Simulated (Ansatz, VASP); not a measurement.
# Cross-check of BaTiO3 between VASP and Ansatz, part 3 of 3

Wanted: the spread between two codes on one cell, functional and k mesh.  Other levels of theory on this material are compared in a session of their own.

VASP 6.6.1 and Ansatz 0.2.0.

So far. Step 3 (VASP: band structure, r2SCAN): The run ends at a pressure of 0.38 GPa. Step 9 (VASP: band structure, PBE, spin-orbit coupling): The run ends at a pressure of 3.41 GPa.

### Step 10. Ansatz: band structure, PBE, spin-orbit coupling

Level of this step: Ansatz beside VASP: Kohn-Sham DFT, plane waves, PBE, spin-orbit coupling (Ansatz).

The same cell, functional, mesh and smearing now go to Ansatz, which takes its cutoff from its data sets.

Contents of input.yaml:

```yaml
crystal:
  lattice:
    - [4.006, 0.0, 0.0]
    - [0.0, 4.006, 0.0]
    - [0.0, 0.0, 4.006]
  atoms:
    - { symbol: Ba, position: [0.5, 0.5, 0.5] }
    - { symbol: Ti, position: [0.0, 0.0, 0.0] }
    - { symbol: O, position: [0.5, 0.0, 0.0] }
    - { symbol: O, position: [0.0, 0.5, 0.0] }
    - { symbol: O, position: [0.0, 0.0, 0.5] }
hamiltonian:
  xc: pbe
  pseudopotentials: { kind: paw_fr }
magnetization:
  noncollinear: true
  spin_orbit: true
kpoints:
  mp_grid: { grid: [5, 5, 5] }
  band_path:
    path:
      - [0.0, 0.0, 0.0]
      - [0.0, 0.1, 0.0]
      - [0.0, 0.2, 0.0]
      - [0.0, 0.3, 0.0]
      - [0.0, 0.43333, 0.0]
      - [0.0, 0.5, 0.0]
      - [0.1, 0.5, 0.0]
      - [0.2, 0.5, 0.0]
      - [0.33333, 0.5, 0.0]
      - [0.43333, 0.5, 0.0]
      - [0.5, 0.5, 0.0]
      - [0.36667, 0.36667, 0.0]
      - [0.26667, 0.26667, 0.0]
      - [0.16667, 0.16667, 0.0]
      - [0.06667, 0.06667, 0.0]
      - [0.03333, 0.03333, 0.03333]
      - [0.13333, 0.13333, 0.13333]
      - [0.23333, 0.23333, 0.23333]
      - [0.33333, 0.33333, 0.33333]
      - [0.46667, 0.46667, 0.46667]
      - [0.5, 0.5, 0.5]
      - [0.46667, 0.5, 0.46667]
      - [0.36667, 0.5, 0.36667]
      - [0.23333, 0.5, 0.23333]
      - [0.13333, 0.5, 0.13333]
      - [0.03333, 0.5, 0.03333]
      - [0.5, 0.5, 0.03333]
      - [0.5, 0.5, 0.16667]
      - [0.5, 0.5, 0.26667]
      - [0.5, 0.5, 0.36667]
      - [0.5, 0.5, 0.5]
    npoints: 1
scf:
  occupations: { method: gaussian, width: 0.02 }
  n_extra_bands: 16
output:
  forces: true
  stress: true
  eigenvalues: true
```

The run is started by

```
ansatz run input.yaml --threads 2 --pin off --max-ram 4608MiB --backend cpu --events-out ev --progress --plain --runs-dir out
```

Numbers of over 12 decimals in the logs are rounded to 6 here.

What it wrote:

```text
[...]
non-collinear run that drives no moment, with spin-orbit: no starting moment large enough to seed its density (crystal.atoms[].spin), no starting occupations that ask for one, no magnetisation constraint and no magnetic field, so the semilocal B_xc is pinned to zero
Crystal: 5 atoms, lattice volume = 64.288 Å³
[...]
k-point 1: bands = [... 36 lower, 9.8849, 9.8849, 9.9560, 9.9560, 12.1095, 12.1095, 12.7378, 12.7378, ... 12 higher]
  k-point 2: bands = [... 36 lower, 9.6152, 9.6152, 9.6557, 9.6557, 12.1811, 12.1811, 13.6265, 13.6265, ... 12 higher]
  k-point 9: bands = [... 36 lower, 10.0285, 10.0285, 10.1492, 10.1492, 14.2697, 14.2697, 14.2704, 14.2704, ... 12 higher]
[key lines of the parts left out:]
SCF converged after 9 iterations
Magnetization: |M| = 0.0000 μB,  M = (+0.0000, +0.0000, +0.0000) μB
Free energy (F): -10164.394263 eV
Fermi energy:    11.130912 eV
P = ⅓ Tr σ = 1.6561 GPa (16.561 kbar)
```

Run time: 26 s. Hardware: 2 threads of Arm Neoverse N1, shared host; peak memory 0.55 GiB.

### Step 11. Differences

What differs besides the data sets and the points named for the pairs above, as far as they apply: spin-orbit coupling enters by fully relativistic files in Ansatz and inside the spheres in VASP. Total energies have different zeros and are not compared.

Compared:

```
                                        quantity  Ansatz   VASP  difference
                                  pressure (GPa)    1.66   3.41       -1.76
pressure without Ansatz's Pulay correction (GPa)    1.10   3.41       -2.31
                   gap over the path points (eV)   1.785  1.719      +0.066
```

Levels at points of the path, from each program's valence-band top (eV; 8 filled, then empty):

```
k (reciprocal lattice)                                                                         Ansatz                                                                           VASP
     0.000 0.000 0.000  -1.10 -1.10 -0.20 -0.20 -0.07 -0.07 -0.07 -0.07 1.78 1.78 1.78 1.78 1.82 1.82  -1.08 -1.08 -0.24 -0.24 -0.10 -0.10 -0.10 -0.10 1.72 1.72 1.72 1.72 1.75 1.75
     0.000 0.100 0.000  -1.19 -1.19 -0.40 -0.40 -0.21 -0.21 -0.15 -0.15 1.81 1.81 1.99 1.99 2.02 2.02  -1.19 -1.19 -0.44 -0.44 -0.25 -0.25 -0.18 -0.18 1.74 1.74 1.93 1.93 1.95 1.95
     0.000 0.200 0.000  -1.40 -1.40 -0.93 -0.93 -0.39 -0.39 -0.32 -0.32 1.84 1.84 2.47 2.47 2.49 2.49  -1.41 -1.41 -0.97 -0.97 -0.43 -0.43 -0.36 -0.36 1.78 1.78 2.41 2.41 2.44 2.44
     0.000 0.300 0.000  -1.63 -1.63 -1.43 -1.43 -0.55 -0.55 -0.49 -0.49 1.88 1.88 2.98 2.98 3.00 3.00  -1.64 -1.64 -1.49 -1.49 -0.59 -0.59 -0.53 -0.53 1.83 1.83 2.93 2.93 2.95 2.95
     0.000 0.433 0.000  -1.83 -1.83 -1.73 -1.73 -0.68 -0.68 -0.64 -0.64 1.92 1.92 3.43 3.43 3.46 3.46  -1.87 -1.87 -1.75 -1.75 -0.72 -0.72 -0.68 -0.68 1.88 1.88 3.39 3.39 3.41 3.41
     0.000 0.500 0.000  -1.86 -1.86 -1.74 -1.74 -0.70 -0.70 -0.66 -0.66 1.92 1.92 3.50 3.50 3.52 3.52  -1.89 -1.89 -1.76 -1.76 -0.74 -0.74 -0.70 -0.70 1.89 1.89 3.45 3.45 3.47 3.47
     0.100 0.500 0.000  -1.76 -1.76 -1.21 -1.21 -0.86 -0.86 -0.81 -0.81 2.11 2.11 3.50 3.50 3.53 3.53  -1.82 -1.82 -1.24 -1.24 -0.90 -0.90 -0.85 -0.85 2.07 2.07 3.45 3.45 3.48 3.48
     0.200 0.500 0.000  -1.50 -1.50 -1.11 -1.11 -1.06 -1.06 -0.68 -0.68 2.55 2.55 3.51 3.51 3.58 3.58  -1.55 -1.55 -1.15 -1.15 -1.11 -1.11 -0.71 -0.71 2.50 2.50 3.46 3.46 3.53 3.53
     0.333 0.500 0.000  -1.49 -1.49 -1.11 -1.11 -0.97 -0.97 -0.23 -0.23 3.17 3.17 3.52 3.52 3.77 3.77  -1.52 -1.52 -1.15 -1.15 -1.01 -1.01 -0.27 -0.27 3.12 3.12 3.47 3.47 3.71 3.71
     0.433 0.500 0.000  -1.66 -1.66 -0.94 -0.94 -0.80 -0.80 -0.08 -0.08 3.46 3.46 3.53 3.53 3.91 3.91  -1.69 -1.69 -0.98 -0.98 -0.84 -0.84 -0.12 -0.12 3.41 3.41 3.47 3.47 3.85 3.85
```

Among the levels compared at these points, filled levels agree within 65 meV and empty ones within 67 meV. Ansatz's pressure holds a Pulay correction of 0.55 GPa; VASP's holds none.

### Step 12. What the set-up changes

Further runs change the set-up of one program: Ansatz's method, potentials or start, or VASP's data sets, cutoff or form of LDA. The table gives Ansatz less VASP for each quantity, since a change that brings one quantity closer may part another.

```
                                        run  pressure (GPa)  gap over the path points (eV)
                                   as above            -1.8                          0.066
    Ansatz's larger PAW set (cutoff 910 eV)            -1.7                          0.059
norm-conserving potentials (cutoff 1143 eV)            -2.1                          0.082
```

### Step 13. Outcome

- difference in pressure (band structure, r2SCAN): -1.9 GPa
- difference in ε∞ xx (dielectric response, PBE): -0.67 %
- difference in pressure (band structure, PBE, spin-orbit coupling): -1.8 GPa
- difference in gap over the path points (band structure, PBE, spin-orbit coupling): 0.066 eV

In words: The difference in pressure is -1.9 GPa (band structure, r2SCAN), beyond the 1 GPa picked in this series as the mark of a large difference. Band structure, r2SCAN, Ansatz's all-electron LAPW method: the difference in gap over the path points goes from 0.023 to 0.017 eV. Band structure, r2SCAN, Ansatz's larger PAW set (cutoff 910 eV): the difference in gap over the path points goes from 0.023 to 0.016 eV. For band structure, PBE, spin-orbit coupling, no further run moves any of the tabulated differences by more than a quarter of its size. 14 further runs of this series are not shown here. How closely two codes agree says nothing of how well the functional describes the real material.

[Lines on the potential files, build, host, timing and source positions are cut from VASP's logs without a mark.]

[Logs are printed without paths, hosts, clocks, repeated set-up lines and the standing remarks that a program may print on its own settings, such as how far it seeks lower states.]

[Hosts, paths, dates, database ids (printed as entryN), source tags and the programs' standing remarks are cut or masked in the printed files.]
